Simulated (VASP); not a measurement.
# Ni (Fm-3m) in VASP: notebook

Runs on Ni. Level: PBE+D3(BJ). Tasks: single point.

Everything below comes from runs of VASP 6.6.1. Logs are shortened: lines on timing, memory, paths and dates and some standing lists are left out, and cuts for length are marked.

## (1) The undisturbed crystal

It takes space group Fm-3m (No. 225, cubic). The conventional cell has a = 3.524 Å, b = 3.524 Å, c = 3.524 Å, α = 90.00°, β = 90.00°, γ = 90.00°. Around Ni (site symmetry m-3m) lie 12 Ni at 2.49 Å.

## (2) Single point, PBE+D3(BJ), collinear spin, ferromagnetic start (a relaxed cell with its volume scaled by 0.91)

INCAR reads:

```
  PREC = Accurate
  ENCUT = 520
  EDIFF = 1E-7
  ISMEAR = 0
  SIGMA = 0.1
  LREAL = F
  LASPH = T
  NELM = 100
  ALGO = Normal
  ISIF = 2
  LWAVE = F
  LCHARG = F
  ISPIN = 2
  MAGMOM = 0.8
  LORBIT = 11
  LMAXMIX = 4
  GGA = PE
  IVDW = 12
```

KPOINTS reads:

```
Automatic mesh
0
Gamma
  20 20 20
```

POSCAR reads:

```
Ni                                      
1.0
    0.0000000000      1.6848404623      1.6848404623
    1.6848404623     -0.0000000000      1.6848404623
    1.6848404623      1.6848404623     -0.0000000000
  Ni            
     1
Direct
     0.0000000000000000    0.0000000000000000    0.0000000000000000
```

Potentials or basis: VASP PAW PBE potentials, release 64 (Ni).

Command:

```sh
> cat potpaw_PBE.64/Ni/POTCAR > POTCAR
> mpirun -np 1 vasp_std > vasp.out
```

OUTCAR:

```text
PREC = Accurate
   ENCUT = 520
   EDIFF = 1E-7
   ISMEAR = 0
   LREAL = F
   LASPH = T
   NELM = 100
   ISIF = 2
   ISPIN = 2
   LORBIT = 11
   GGA = PE
   IVDW = 12
 IVDW          = 12

 ion  position               nearest neighbor table
   1  0.000  0.000  0.000-

  LATTYP: Found a face centered cubic cell.
 ALAT       =     3.3696809246

  Lattice vectors:

 A1 = (   0.0000000000,   1.6848404623,   1.6848404623)
 A2 = (   1.6848404623,   0.0000000000,   1.6848404623)
 A3 = (   1.6848404623,   1.6848404623,   0.0000000000)

Analysis of symmetry for initial positions (statically):
=====================================================================
 Subroutine PRICEL returns:
 Original cell was already a primitive cell.

 Routine SETGRP: Setting up the symmetry group for a
 face centered cubic supercell.

 Subroutine GETGRP returns: Found 48 space group operations
 (whereof 48 operations were pure point group operations)
 out of a pool of 48 trial point group operations.

The static configuration has the point symmetry O_h .

Analysis of symmetry for dynamics (positions and initial velocities):
=====================================================================
 Subroutine PRICEL returns:
 Original cell was already a primitive cell.

 Routine SETGRP: Setting up the symmetry group for a
 face centered cubic supercell.

 Subroutine GETGRP returns: Found 48 space group operations
 (whereof 48 operations were pure point group operations)
 out of a pool of 48 trial point group operations.

The dynamic configuration has the point symmetry O_h .

Analysis of structural, dynamic, and magnetic symmetry:
=====================================================================
 Subroutine PRICEL returns:
 Original cell was already a primitive cell.

 Routine SETGRP: Setting up the symmetry group for a
 face centered cubic supercell.

 Subroutine GETGRP returns: Found 48 space group operations
 (whereof 48 operations were pure point group operations)
 out of a pool of 48 trial point group operations.

The overall configuration has the point symmetry O_h .

 Subroutine INISYM returns: Found 48 space group operations
 (whereof 48 operations are pure point group operations),
 and found     1 'primitive' translations

----------------------------------------------------------------------------------------

                                     Primitive cell

  volume of cell :       9.5655

  direct lattice vectors                    reciprocal lattice vectors
     0.000000000  1.684840462  1.684840462    -0.296764003  0.296764003  0.296764003
     1.684840462  0.000000000  1.684840462     0.296764003 -0.296764003  0.296764003
     1.684840462  1.684840462  0.000000000     0.296764003  0.296764003 -0.296764003

  length of vectors
     2.382724232  2.382724232  2.382724232     0.514010331  0.514010331  0.514010331

  position of ions in fractional coordinates (direct lattice)
     0.000000000  0.000000000  0.000000000

  ion indices of the primitive-cell ions
   primitive index   ion index
                 1           1

----------------------------------------------------------------------------------------

 KPOINTS: Automatic mesh

Automatic generation of k-mesh.
 Grid dimensions read from file:
 generate k-points for:   20   20   20

 Generating k-lattice:

  Cartesian coordinates                     Fractional coordinates (reciprocal lattice)
    -0.014838200  0.014838200  0.014838200     0.050000000  0.000000000  0.000000000
     0.014838200 -0.014838200  0.014838200     0.000000000  0.050000000  0.000000000
     0.014838200  0.014838200 -0.014838200     0.000000000  0.000000000  0.050000000

  Length of vectors
     0.025700517  0.025700517  0.025700517

  Shift w.r.t. Gamma in fractional coordinates (k-lattice)
     0.000000000  0.000000000  0.000000000

 Subroutine IBZKPT returns following result:
 ===========================================

 Found    256 irreducible k-points:

 Following reciprocal coordinates:
            Coordinates               Weight
  0.000000  0.000000  0.000000      1.000000
  0.050000  0.000000  0.000000      8.000000
  0.100000  0.000000  0.000000      8.000000
  0.150000  0.000000  0.000000      8.000000
  0.200000  0.000000  0.000000      8.000000
  0.250000  0.000000  0.000000      8.000000
[... 16 lines left out ...]
 -0.400000  0.050000  0.000000     24.000000
 -0.350000  0.050000  0.000000     24.000000
 [... further k-points ...]
   k-points           NKPTS =    256   k-points in BZ     NKDIM =    256   number of bands    NBANDS=      9
   number of dos      NEDOS =    301   number of ions     NIONS =      1
   total plane-waves  NPLWV =   5832
   dimension x,y,z NGX =    18 NGY =   18 NGZ =   18
   dimension x,y,z NGXF=    36 NGYF=   36 NGZF=   36
   ions per type =               1
   NGX,Y,Z   is equivalent  to a cutoff of  12.56, 12.56, 12.56 a.u.
   NGXF,Y,Z  is equivalent  to a cutoff of  25.12, 25.12, 25.12 a.u.
 SYSTEM =  unknown system
   PREC   = accura    normal or accurate (medium, high low for compatibility)
   ISTART =      0    job   : 0-new  1-cont  2-samecut
   ICHARG =      2    charge: 1-file 2-atom 10-const
   ISPIN  =      2    spin polarized calculation?
   LNONCOLLINEAR =      F non collinear calculations
   LSORBIT =      F    spin-orbit coupling
   LASPH  =      T    aspherical Exc in radial PAW
   ENCUT  =  520.0 eV  38.22 Ry    6.18 a.u.   4.43  4.43  4.43*2*pi/ulx,y,z
   NELM   =    100;   NELMIN=  2; NELMDL= -5     # of ELM steps
   EDIFF  = 0.1E-06   stopping-criterion for ELM
   LREAL  =      F    real-space projection
   EDIFFG = 0.1E-05   stopping-criterion for IOM
   NSW    =      0    number of steps for IOM
   IBRION =     -1    ionic relax: 0-MD 1-quasi-New 2-CG
   NFREE  =      0    steps in history (QN), initial steepest desc. (CG)
   ISIF   =      2    stress and relaxation
   ISYM   =      2    0-nonsym 1-usesym 2-fastsym
   POTIM  = 0.5000    time-step for ionic-motion
   TEBEG  =    0.0;   TEEND  =   0.0 temperature during run
   PSTRESS=    0.0 pullay stress
   NELECT =      10.0000    total number of electrons
   NUPDOWN=      -1.0000    fix difference up-down
   EMIN   =  10.00;   EMAX   =-10.00  energy-range for DOS
   EFERMI =   0.00;   METHOD = LEGACY
   ISMEAR =     0;   SIGMA  =   0.10  broadening in eV -4-tet -1-fermi 0-gaus
   EFERMI_NEDOS =   21; number of points for ismear=-14 and -15
   IALGO  =     38    algorithm
   IMIX   =      4    mixing-type and parameters
     AMIX     =   0.40;   BMIX     =  1.00
     AMIX_MAG =   1.60;   BMIX_MAG =  1.00
  volume/ion in A,a.u.               =       9.57        64.55
  Fermi-wavevector in a.u.,A,eV,Ry     =   1.661522  3.139821 37.560988  2.760655
  Thomas-Fermi vector in A             =   2.748571
   LORBIT       =     11    0 simple, 1 ext, 2 COOP (PROOUT), +10 PAW based schemes
   GGA     = PE    functional components
   LHFCALC =     F    Hartree Fock is set to
   AEXX    =    0.0000 exact exchange contribution
   IVDW    =    12    specifies the selected vdW correction
   LEPSILON=     F    determine dielectric tensor
   LRPA    =     F    only Hartree local field effects (RPA)
 spin polarized calculation
 Gauss-broadening in eV      SIGMA  =   0.10
  energy-cutoff  :      520.00
  volume of cell :        9.57
 maximum number of plane-waves:       271
 NGX is ok and might be reduce to    18
   NGX =  9   NGY =  9   NGZ =  9

 number of electron      10.0000003 magnetization       0.6096544

 Free energy of the ion-electron system (eV)
  ---------------------------------------------------
  ext. energy  EPLUGINS =         0.00000000
  ---------------------------------------------------
  free energy    TOTEN  =        -5.34831631 eV

  energy without entropy =       -5.34084113  energy(sigma->0) =       -5.34457872

 E-fermi :  11.3289     XC(G=0): -14.0336

 val. band max:       11.3285339267   @ k =  -0.2500   0.1000   0.0000
 cond. band min:      11.3322557031   @ k =   0.3500   0.2000   0.0500
 fundamental gap:      0.0037217764
 Fermi energy:        11.3289468246

 spin component 1

 k-point     1 :       0.0000    0.0000    0.0000
  band No.  band energies     occupation
      1       1.3849      1.00000
      2       8.5440      1.00000
      3       8.5440      1.00000
      4       8.5440      1.00000
      5       9.9484      1.00000
      6       9.9484      1.00000
      7      36.1336      0.00000
      8      41.0237      0.00000
      9      41.0237      0.00000

 k-point     2 :       0.0500    0.0000    0.0000
  band No.  band energies     occupation
      1       1.4929      1.00000
      2       8.5122      1.00000
      3       8.5707      1.00000
      4       8.5707      1.00000
      5       9.9363      1.00000
      6       9.9363      1.00000
      7      35.9159      0.00000
      8      39.5726      0.00000
      9      40.8195      0.00000
[... 253 lines left out ...]
 k-point    24 :      -0.3500    0.0500    0.0000
  band No.  band energies     occupation
      1       5.4328      1.00000
      2       8.6277      1.00000
      3       8.6938      1.00000
      4       8.8167      1.00000
      5      10.3639      1.00000
      6      10.7779      1.00000
      7      21.5693      0.00000
      8      34.3944      0.00000
      9      37.3026      0.00000

 [... further k-points ...]

 spin component 2

 k-point     1 :       0.0000    0.0000    0.0000
  band No.  band energies     occupation
      1       1.3631      1.00000
      2       9.2733      1.00000
      3       9.2733      1.00000
      4       9.2733      1.00000
      5      10.5244      1.00000
      6      10.5244      1.00000
      7      35.9990      0.00000
      8      41.0001      0.00000
      9      41.0001      0.00000

 k-point     2 :       0.0500    0.0000    0.0000
  band No.  band energies     occupation
      1       1.4712      1.00000
      2       9.2379      1.00000
      3       9.3009      1.00000
      4       9.3009      1.00000
      5      10.5116      1.00000
      6      10.5116      1.00000
      7      35.8050      0.00000
      8      39.5669      0.00000
      9      40.8145      0.00000
[... 253 lines left out ...]
 k-point    24 :      -0.3500    0.0500    0.0000
  band No.  band energies     occupation
      1       5.6641      1.00000
      2       9.1405      1.00000
      3       9.2586      1.00000
      4       9.3065      1.00000
      5      11.0782      0.99980
      6      11.4576      0.03443
      7      21.8347      0.00000
      8      34.3477      0.00000
      9      37.3489      0.00000

 [... further k-points ...]

------------------------ aborting loop because EDIFF is reached ----------------------------------------

 Edisp (eV)   -0.52827

 E8    (eV) :    -0.2287

  FORCE on cell =-STRESS in cart. coord.  units (eV):
  Direction    XX          YY          ZZ          XY          YZ          ZX
  --------------------------------------------------------------------------------------
  -------------------------------------------------------------------------------------
  Total       1.54230     1.54230     1.54230    -0.00000    -0.00000     0.00000
  in kB     258.32925   258.32925   258.32925    -0.00000    -0.00000     0.00000
  external pressure =      258.33 kB  Pullay stress =        0.00 kB

 VOLUME and BASIS-vectors are now :
 -----------------------------------------------------------------------------
  energy-cutoff  :      520.00
  volume of cell :        9.57
      direct lattice vectors                 reciprocal lattice vectors
     0.000000000  1.684840462  1.684840462    -0.296764003  0.296764003  0.296764003
     1.684840462  0.000000000  1.684840462     0.296764003 -0.296764003  0.296764003
     1.684840462  1.684840462  0.000000000     0.296764003  0.296764003 -0.296764003

 POSITION                                       TOTAL-FORCE (eV/Angst)
 -----------------------------------------------------------------------------------
      0.00000      0.00000      0.00000        -0.000000     -0.000000     -0.000000
 -----------------------------------------------------------------------------------
    total drift:                                0.000000     -0.000000      0.000000

  FREE ENERGIE OF THE ION-ELECTRON SYSTEM (eV)
  ---------------------------------------------------
  free  energy   TOTEN  =        -5.8765822449 eV

  energy  without entropy=       -5.8691070620  energy(sigma->0) =       -5.87284465

 total charge

# of ion       s       p       d       tot
------------------------------------------
    1        0.558   0.625   8.388   9.572

 magnetization (x)

# of ion       s       p       d       tot
------------------------------------------
    1       -0.006  -0.026   0.642   0.610
```

Wall time 28 s (1 thread of AMD EPYC 9R14 (Zen 4), shared host); peak memory 0.13 GiB.

Results:

| Item | Value |
| --- | --- |
| Free energy | -5.8766 eV |
| Pressure | 25.8 GPa |
| Band gap on the k mesh | none (metal or under the smearing width) |
| Net moment | 0.61 μB per cell |
| Site moments | Ni +0.61 μB |
| Valence electrons inside the program's atomic spheres | Ni 9.57 |
| Dispersion energy per atom | -0.528 eV |

Caveat: so large a pressure means that the cell lies far from this level's equilibrium, or that cutoff or potentials fall short; pairwise dispersion overbinds metals, which lowers pressure and volume.

## (3) Single point, PBE+D3(BJ), collinear spin, ferromagnetic start (a relaxed cell with its volume scaled by 1.09)

INCAR is that of step 2.

KPOINTS is that of step 2.

POSCAR reads:

```
Ni                                      
1.0
    0.0000000000      1.7893164405      1.7893164405
    1.7893164405     -0.0000000000      1.7893164405
    1.7893164405      1.7893164405     -0.0000000000
  Ni            
     1
Direct
     0.0000000000000000    0.0000000000000000    0.0000000000000000
```

Potentials or basis: VASP PAW PBE potentials, release 64 (Ni).

Command:

```sh
> cat potpaw_PBE.64/Ni/POTCAR > POTCAR
> mpirun -np 1 vasp_std > vasp.out
```

Wall time 36 s (1 thread of AMD EPYC 9R14 (Zen 4), shared host); peak memory 0.15 GiB.

It converged, with:

```yaml
Free_energy: -5.8981 eV
Pressure: -14.7 GPa
Band_gap_on_the_k_mesh: none (metal or under the smearing width)
Net_moment: 0.64 μB per cell
Site_moments: Ni +0.65 μB
Valence_electrons_inside_the_program's_atomic_spheres: Ni 9.22
Dispersion_energy_per_atom: -0.440 eV
```

Levels at points of the mesh, in eV from the Fermi level:
Spin up:
```tsv
k point	band 1	band 2	band 3	band 4	band 5	band 6	band 7	band 8	band 9
(0.00, 0.00, 0.00)	-8.66	-2.32	-2.32	-2.32	-1.22	-1.22	23.28	26.74	26.74
(0.50, 0.00, 0.00)	-4.57	-2.29	-2.29	-0.62	-0.62	-0.20	5.30	21.80	23.78
(0.50, 0.50, 0.00)	-4.35	-3.95	-0.57	-0.51	-0.51	2.42	8.76	14.35	14.35
```
Spin down:
```csv
k point,band 3,band 4,band 5,band 6,band 7,band 8
"(0.00, 0.00, 0.00)",-1.55,-1.55,-0.63,-0.63,23.10,26.72
"(0.50, 0.00, 0.00)",-1.67,-0.27,0.14,0.14,5.72,21.64
"(0.50, 0.50, 0.00)",0.05,0.37,0.37,2.37,9.00,14.35
```

Caveat: pairwise dispersion overbinds metals, which lowers pressure and volume.
